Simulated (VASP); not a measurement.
# Nb (Fd-3m) in VASP: further runs

The runs below take Nb through single point, with LDA.

Program: VASP 6.6.1. These are calculated values, not measurements. Logs are shortened: lines on timing, memory, paths and dates and some standing lists are left out, and cuts for length are marked.

## 1. The structure

The structure is cubic, space group Fd-3m (No. 227). Conventional cell: a = 5.757 Å, b = 5.757 Å, c = 5.757 Å, α = 90.00°, β = 90.00°, γ = 90.00°. Nb (site symmetry -43m) is surrounded by 4 Nb at 2.49 Å.

This isn't the form of Nb at room conditions, which is bcc.

## 2. Single point, LDA

File INCAR:

```
SYSTEM = Nb
ALGO = Fast ; EDIFF = 1E-6
ENCUT = 520 ; GGA = CA
ISIF = 2 ; ISMEAR = -1
LASPH = .True. ; LCHARG = .False.
LREAL = .False. ; LWAVE = .False.
NBANDS = 20 ; NELM = 60
PREC = Accurate ; SIGMA = 0.1
```

File KPOINTS:

```
k-points
0
Gamma
  16 16 16
  0 0 0
```

File POSCAR:

```
Nb
1.0
    0.0000000000      2.8782938612      2.8782938612
    2.8782938612      0.0000000000      2.8782938612
    2.8782938612      2.8782938612      0.0000000000
Nb
2
Direct
    0.1250000000      0.1250000000      0.1250000000
    0.8750000000      0.8750000000      0.8750000000
```

Potentials or basis: VASP PAW LDA potentials, release 64 (Nb_sv).

Command:

```console
$ cat potpaw_LDA.64/Nb_sv/POTCAR > POTCAR
$ mpirun -np 1 vasp_std > vasp.out
```

OUTCAR:

```text
SYSTEM = Nb
   EDIFF = 1E-6
   ENCUT = 520
   GGA = CA
   ISIF = 2
   ISMEAR = -1
   LASPH = .True.
   LREAL = .False.
   NELM = 60
   PREC = Accurate

 ion  position               nearest neighbor table
   1  0.125  0.125  0.125-   2 2.49   2 2.49   2 2.49   2 2.49
   2  0.875  0.875  0.875-   1 2.49   1 2.49   1 2.49   1 2.49

  LATTYP: Found a face centered cubic cell.
 ALAT       =     5.7565877224

  Lattice vectors:

 A1 = (   0.0000000000,   2.8782938612,   2.8782938612)
 A2 = (   2.8782938612,   0.0000000000,   2.8782938612)
 A3 = (   2.8782938612,   2.8782938612,   0.0000000000)

Analysis of symmetry for initial positions (statically):
=====================================================================
 Subroutine PRICEL returns:
 Original cell was already a primitive cell.

 Routine SETGRP: Setting up the symmetry group for a
 face centered cubic supercell.

 Subroutine GETGRP returns: Found 48 space group operations
 (whereof 12 operations were pure point group operations)
 out of a pool of 48 trial point group operations.

The static configuration has the point symmetry D_3d.
 The point group associated with its full space group is O_h .

Analysis of symmetry for dynamics (positions and initial velocities):
=====================================================================
 Subroutine PRICEL returns:
 Original cell was already a primitive cell.

 Routine SETGRP: Setting up the symmetry group for a
 face centered cubic supercell.

 Subroutine GETGRP returns: Found 48 space group operations
 (whereof 12 operations were pure point group operations)
 out of a pool of 48 trial point group operations.

The dynamic configuration has the point symmetry D_3d.
 The point group associated with its full space group is O_h .

 Subroutine INISYM returns: Found 48 space group operations
 (whereof 12 operations are pure point group operations),
 and found     1 'primitive' translations

----------------------------------------------------------------------------------------

                                     Primitive cell

  volume of cell :      47.6909

  direct lattice vectors                    reciprocal lattice vectors
     0.000000000  2.878293861  2.878293861    -0.173714021  0.173714021  0.173714021
     2.878293861  0.000000000  2.878293861     0.173714021 -0.173714021  0.173714021
     2.878293861  2.878293861  0.000000000     0.173714021  0.173714021 -0.173714021

  length of vectors
     4.070522215  4.070522215  4.070522215     0.300881510  0.300881510  0.300881510

[... 79 lines left out ...]
   NELM   =     60;   NELMIN=  2; NELMDL= -5     # of ELM steps
   EDIFF  = 0.1E-05   stopping-criterion for ELM
   LREAL  =      F    real-space projection
   EDIFFG = 0.1E-04   stopping-criterion for IOM
   NSW    =      0    number of steps for IOM
   IBRION =     -1    ionic relax: 0-MD 1-quasi-New 2-CG
   NFREE  =      0    steps in history (QN), initial steepest desc. (CG)
   ISIF   =      2    stress and relaxation
   ISYM   =      2    0-nonsym 1-usesym 2-fastsym
   POTIM  = 0.5000    time-step for ionic-motion
   TEBEG  =    0.0;   TEEND  =   0.0 temperature during run
   PSTRESS=    0.0 pullay stress
   NELECT =      26.0000    total number of electrons
   NUPDOWN=      -1.0000    fix difference up-down
   EMIN   =  10.00;   EMAX   =-10.00  energy-range for DOS
   EFERMI =   0.00;   METHOD = LEGACY
   ISMEAR =    -1;   SIGMA  =   0.10  broadening in eV -4-tet -1-fermi 0-gaus
   EFERMI_NEDOS =   21; number of points for ismear=-14 and -15
   IALGO  =     68    algorithm
   IMIX   =      4    mixing-type and parameters
     AMIX     =   0.40;   BMIX     =  1.00
     AMIX_MAG =   1.60;   BMIX_MAG =  1.00
  volume/ion in A,a.u.               =      23.85       160.92
  Fermi-wavevector in a.u.,A,eV,Ry     =   1.337378  2.527278 24.335104  1.788580
  Thomas-Fermi vector in A             =   2.465931
   LORBIT       =      0    0 simple, 1 ext, 2 COOP (PROOUT), +10 PAW based schemes
   GGA     = CA    functional components
   LHFCALC =     F    Hartree Fock is set to
   AEXX    =    0.0000 exact exchange contribution
   IVDW    =     0    specifies the selected vdW correction
   LEPSILON=     F    determine dielectric tensor
   LRPA    =     F    only Hartree local field effects (RPA)
 non-spin polarized calculation
 RMM-DIIS sequential band-by-band and
  energy-cutoff  :      520.00
  volume of cell :       47.69
 maximum number of plane-waves:      1304
   NGX = 15   NGY = 15   NGZ = 15

 number of electron      25.9999998 magnetization

 Free energy of the ion-electron system (eV)
  ---------------------------------------------------
  ext. energy  EPLUGINS =         0.00000000
  ---------------------------------------------------
  free energy    TOTEN  =       -17.32769443 eV

  energy without entropy =      -17.22596282  energy(sigma->0) =      -17.27682863

 E-fermi :   7.3267     XC(G=0): -10.9131

 val. band max:        7.3222050227   @ k =  -0.4375   0.1875   0.0625
 cond. band min:       7.3287905451   @ k =   0.3750   0.2500   0.0625
 fundamental gap:      0.0065855224
 Fermi energy:         7.3266722677

 k-point     1 :       0.0000    0.0000    0.0000
  band No.  band energies     occupation
      1     -46.9442      2.00000
      2     -46.0446      2.00000
      3     -23.5409      2.00000
      4     -23.5409      2.00000
      5     -23.5409      2.00000
      6     -22.1804      2.00000
[... 541 lines left out ...]
     19      13.0668      0.00000
     20      17.5466      0.00000

 [... further k-points ...]

------------------------ aborting loop because EDIFF is reached ----------------------------------------

  FORCE on cell =-STRESS in cart. coord.  units (eV):
  Direction    XX          YY          ZZ          XY          YZ          ZX
  --------------------------------------------------------------------------------------
  -------------------------------------------------------------------------------------
  Total        0.0130906      0.0130906      0.0130906      0.0000000     -0.0000000      0.0000000
  in kB        0.4397805      0.4397805      0.4397805      0.0000000     -0.0000000      0.0000000
  external PRESSURE =       0.4397805 kB  Pullay stress =       0.0000000 kB

 VOLUME and BASIS-vectors are now :
 -----------------------------------------------------------------------------
  energy-cutoff  :      520.00
  volume of cell :       47.69
      direct lattice vectors                 reciprocal lattice vectors
     0.000000000  2.878293861  2.878293861    -0.173714021  0.173714021  0.173714021
     2.878293861  0.000000000  2.878293861     0.173714021 -0.173714021  0.173714021
     2.878293861  2.878293861  0.000000000     0.173714021  0.173714021 -0.173714021

 POSITION                                       TOTAL-FORCE (eV/Angst)
 -----------------------------------------------------------------------------------
      0.71957      0.71957      0.71957        -0.000000     -0.000000     -0.000000
      5.03701      5.03701      5.03701         0.000000      0.000000      0.000000
 -----------------------------------------------------------------------------------
    total drift:                               -0.000000      0.000000      0.000000

  FREE ENERGIE OF THE ION-ELECTRON SYSTEM (eV)
  ---------------------------------------------------
  free  energy   TOTEN  =       -17.3276944263 eV

  energy  without entropy=      -17.2259628250  energy(sigma->0) =      -17.27682863
```

OSZICAR:

```text
N       E                     dE             d eps       ncg     rms          rms(c)
DAV:   1     0.316297304003E+03    0.31630E+03   -0.14469E+04  5824   0.132E+03
DAV:   2     0.823096502076E+01   -0.30807E+03   -0.29947E+03  7224   0.565E+02
DAV:   3    -0.162317508323E+02   -0.24463E+02   -0.23340E+02 11332   0.119E+02
[... 24 lines left out ...]
RMM:  28    -0.173276896601E+02   -0.21055E-05   -0.22574E-05  5608   0.148E-02    0.342E-03
RMM:  29    -0.173276913666E+02   -0.17065E-05   -0.18199E-05  5284   0.125E-02    0.437E-03
RMM:  30    -0.173276926281E+02   -0.12615E-05   -0.13577E-05  4792   0.109E-02    0.531E-03
RMM:  31    -0.173276936890E+02   -0.10609E-05   -0.11412E-05  4447   0.945E-03    0.615E-03
RMM:  32    -0.173276944263E+02   -0.73733E-06   -0.79802E-06  4076   0.831E-03
   1 F= -.17327694E+02 E0= -.17276829E+02  d E =-.101732E+00
```

Run time: 2.9 min. Hardware: 1 thread of Intel Xeon 6975P-C (Granite Rapids), shared host; peak memory 0.22 GiB.

What came out:

```yaml
Free_energy: -17.3277 eV
Pressure: 0.0 GPa
Band_gap_on_the_k_mesh: none (metal or under the smearing width)
```

Levels at points of the mesh, in eV from the Fermi level:
```tsv
k point	band 11	band 12	band 13	band 14	band 15	band 16
(0.00, 0.00, 0.00)	-1.71	-0.57	-0.57	-0.57	2.04	2.04
(0.50, 0.00, 0.00)	-1.50	-1.50	-0.88	-0.88	0.88	3.24
(0.50, 0.50, 0.00)	-0.82	-0.82	0.60	0.60	1.29	1.29
```

## 3. Single point, LDA

This run uses another cell than the first one, of 20.98 Å³/atom, 0.880 times its volume.

File INCAR:

```
PREC = Accurate
ENCUT = 520
EDIFF = 1E-6
ISMEAR = -1
SIGMA = 0.1
LREAL = False
LASPH = True
NELM = 80
ALGO = Normal
ISIF = 2
LWAVE = False
LCHARG = False
NBANDS = 20
```

File KPOINTS:

```
regular mesh
0
Gamma
  11 11 11
```

File POSCAR:

```
Nb
1.0
    0.0000000000      2.7582228722      2.7582228722
    2.7582228722      0.0000000000      2.7582228722
    2.7582228722      2.7582228722      0.0000000000
Nb
2
Direct
    0.1250000000      0.1250000000      0.1250000000
    0.8750000000      0.8750000000      0.8750000000
```

Potentials or basis: VASP PAW LDA potentials, release 64 (Nb_sv).

Command:

```console
$ cat potpaw_LDA.64/Nb_sv/POTCAR > POTCAR
$ mpirun -np 1 vasp_std > vasp.out
```

Wall time 25 s (1 thread of Intel Xeon 6975P-C (Granite Rapids), shared host); peak memory 0.16 GiB.

The run converged. Its results:

- Free energy: -17.1013 eV
- Pressure: 13.6 GPa
- Band gap on the k mesh: none (metal or under the smearing width)

Levels at points of the mesh, in eV from the Fermi level:
| k point | band 10 | band 11 | band 12 | band 13 | band 14 | band 15 | band 16 | band 17 |
| --- | --- | --- | --- | --- | --- | --- | --- | --- |
| (0.00, 0.00, 0.00) | -2.21 | -2.21 | -0.66 | -0.66 | -0.66 | 2.31 | 2.31 | 2.31 |

## 4. Single point, LDA

This run uses another cell than the first one, of 24.80 Å³/atom, 1.040 times its volume.

File INCAR:

```
SYSTEM = Nb
  PREC = Accurate
  ENCUT = 520
  EDIFF = 1E-7
  ISMEAR = -1
  SIGMA = 0.1
  LREAL = .False.
  LASPH = .True.
  NELM = 60
  ALGO = Normal
  ISIF = 2
  LWAVE = .False.
  LCHARG = .False.
  GGA = CA
  NBANDS = 20
```

File KPOINTS:

```
Automatic mesh
0
Gamma
  11 11 11
  0 0 0
```

File POSCAR:

```
Nb
1.0
    0.0000000000      2.9161704924      2.9161704924
    2.9161704924      0.0000000000      2.9161704924
    2.9161704924      2.9161704924      0.0000000000
Nb
2
Direct
    0.1250000000      0.1250000000      0.1250000000
    0.8750000000      0.8750000000      0.8750000000
```

Potentials or basis: VASP PAW LDA potentials, release 64 (Nb_sv).

Command:

```console
$ cat potpaw_LDA.64/Nb_sv/POTCAR > POTCAR
$ mpirun -np 1 vasp_std > vasp.out
```

OUTCAR:

```text
SYSTEM = Nb
   PREC = Accurate
   ENCUT = 520
   EDIFF = 1E-7
   ISMEAR = -1
   LREAL = .False.
   LASPH = .True.
   NELM = 60
   ISIF = 2
   GGA = CA

 ion  position               nearest neighbor table
   1  0.125  0.125  0.125-   2 2.53   2 2.53   2 2.53   2 2.53
   2  0.875  0.875  0.875-   1 2.53   1 2.53   1 2.53   1 2.53

  LATTYP: Found a face centered cubic cell.
 ALAT       =     5.8323409848

  Lattice vectors:

 A1 = (   0.0000000000,   2.9161704924,   2.9161704924)
 A2 = (   2.9161704924,   0.0000000000,   2.9161704924)
 A3 = (   2.9161704924,   2.9161704924,   0.0000000000)

Analysis of symmetry for initial positions (statically):
=====================================================================
 Subroutine PRICEL returns:
 Original cell was already a primitive cell.

 Routine SETGRP: Setting up the symmetry group for a
 face centered cubic supercell.

 Subroutine GETGRP returns: Found 48 space group operations
 (whereof 12 operations were pure point group operations)
[... 161 lines left out ...]
  ---------------------------------------------------
  free energy    TOTEN  =       -17.31128325 eV

  energy without entropy =      -17.20152578  energy(sigma->0) =      -17.25640451

 E-fermi :   6.8941     XC(G=0): -10.7304

 val. band max:        6.8896950329   @ k =  -0.4545   0.1818   0.0909
 cond. band min:       6.8948582308   @ k =   0.3636   0.3636   0.0000
 fundamental gap:      0.0051631978
 Fermi energy:         6.8940577927

 k-point     1 :       0.0000    0.0000    0.0000
  band No.  band energies     occupation
      1     -47.3443      2.00000
      2     -46.5537      2.00000
      3     -23.9153      2.00000
      4     -23.9153      2.00000
      5     -23.9153      2.00000
      6     -22.6756      2.00000
[... 541 lines left out ...]
     19      12.5776      0.00000
     20      16.0482      0.00000

 [... further k-points ...]

------------------------ aborting loop because EDIFF is reached ----------------------------------------

  FORCE on cell =-STRESS in cart. coord.  units (eV):
  Direction    XX          YY          ZZ          XY          YZ          ZX
  --------------------------------------------------------------------------------------
  -------------------------------------------------------------------------------------
  Total       -0.8851302     -0.8851302     -0.8851302     -0.0000000     -0.0000000     -0.0000000
  in kB      -28.5922940    -28.5922940    -28.5922940     -0.0000000     -0.0000000     -0.0000000
  external PRESSURE =     -28.5922940 kB  Pullay stress =       0.0000000 kB

 VOLUME and BASIS-vectors are now :
 -----------------------------------------------------------------------------
  energy-cutoff  :      520.00
  volume of cell :       49.60
      direct lattice vectors                 reciprocal lattice vectors
     0.000000000  2.916170492  2.916170492    -0.171457739  0.171457739  0.171457739
     2.916170492  0.000000000  2.916170492     0.171457739 -0.171457739  0.171457739
     2.916170492  2.916170492  0.000000000     0.171457739  0.171457739 -0.171457739

 POSITION                                       TOTAL-FORCE (eV/Angst)
 -----------------------------------------------------------------------------------
      0.72904      0.72904      0.72904        -0.000000     -0.000000     -0.000000
      5.10330      5.10330      5.10330         0.000000      0.000000      0.000000
 -----------------------------------------------------------------------------------
    total drift:                                0.000000      0.000000     -0.000000

  FREE ENERGIE OF THE ION-ELECTRON SYSTEM (eV)
  ---------------------------------------------------
  free  energy   TOTEN  =       -17.3112832474 eV

  energy  without entropy=      -17.2015257801  energy(sigma->0) =      -17.25640451
```

It took 23 s on 1 thread of Intel Xeon 6975P-C (Granite Rapids), shared host; peak memory 0.17 GiB.

Results:

| Item | Value |
| --- | --- |
| Free energy | -17.3113 eV |
| Pressure | -2.9 GPa |
| Band gap on the k mesh | none (metal or under the smearing width) |

## 5. Summary

| cell | k mesh | gap on the mesh (eV) | pressure (GPa) |
| --- | --- | --- | --- |
| Fd-3m, 23.85 Å³/atom | 16 × 16 × 16 | none | 0.0 |
| Fd-3m, 20.98 Å³/atom | 11 × 11 × 11 | none | 13.6 |
| Fd-3m, 24.8 Å³/atom | 11 × 11 × 11 | none | -2.9 |

Alike in all rows: task single point; level LDA; potentials or basis VASP PAW LDA potentials, release 64 (Nb_sv); no spin polarisation; cutoff (eV) 520; smearing fermi-dirac 0.1 eV.

Every run on the cell as given and a fine mesh finds a metal.

Total energies depend on the potentials used, so only differences within one code and one set of settings carry meaning.
